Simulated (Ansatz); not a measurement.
Si:

```xyz
2
Lattice="0.0000 2.7219 2.7219 2.7219 0.0000 2.7219 2.7219 2.7219 0.0000" Properties=species:S:1:pos:R:3 pbc="T T T"
Si    2.7219    2.7219    2.7219
Si    4.0828    4.0828    4.0828
```

Base run:

| Quantity | Value |
| --- | --- |
| Program | Ansatz 0.2.0 |
| Functional | PBE |
| Potentials or basis | Ansatz PAW |
| Cutoff | 420 eV (not typed: the program's choice for these potentials) |
| k mesh | 8 × 8 × 8 |
| Occupations | fermi-dirac, width 0.05 eV |
| Spin | no spin polarisation |

Its results: band gap on the k mesh 0.63 eV, indirect (least direct gap 2.56 eV); pressure 1.3 GPa.

Problem. The run is repeated on the same cell with these changes: functional from PBE to LDA. What comes out?

Solution. Band gap on the k mesh 0.53 eV, indirect (least direct gap 2.52 eV); pressure -2.1 GPa.

LDA binds more tightly than PBE, so the same cell stands under less pressure.

Caveats: the PAW data sets come from PBE, with cores solved anew for the run's functional, which leaves a small shift of forces and pressure (some runs).

A k mesh can miss the band edges.
